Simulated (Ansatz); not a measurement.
The system is NiO.

```
CELL_PARAMETERS angstrom
0.00000 2.08590 2.08590
2.08590 0.00000 2.08590
2.08590 2.08590 0.00000
ATOMIC_POSITIONS crystal
Ni 0.00000 0.00000 0.00000
O 0.50000 0.50000 0.50000
```

- Program: Ansatz 0.2.0
- Task: relaxation of cell and atoms
- Functional: RPBE
- Potentials or basis: all-electron LAPW, scalar-relativistic
- Basis error allowed: 0.001 eV/atom
- k mesh: 11 × 11 × 11
- Occupations: fermi-dirac, width 0.05 eV
- Spin: collinear spin, ferromagnetic start
- Starting moments: [1.0, 0.0] μB

At the start: volume 9.08 Å³/atom.

Task: How do energy, volume and symmetry change on relaxing?

Result: Over 5 steps the energy falls by 27.9 meV/atom and the volume is 9.77 Å³/atom (+7.7 %); space group Fm-3m (No. 225, to 0.05 Å); moment 1.95 μB per cell.

Step by step:
```
step  energy change (eV)  largest force (eV/Å)  volume (Å³)
   1              0.0000                0.0000        18.15
   2             -0.0384                0.0000        18.75
   3             -0.0557                0.0000        19.47
   4             -0.0559                0.0000        19.54
   5             -0.0559                0.0000        19.54
```

Final structure:
```
Ni O
1.0
     0.00000    2.13784    2.13784
     2.13784    0.00000    2.13784
     2.13784    2.13784    0.00000
Ni O
1 1
Direct
  0.00000 0.00000 0.00000
  0.50000 0.50000 0.50000
```

Caveat: a cell with one magnetic atom can't hold antiferromagnetic order, which such compounds often take.
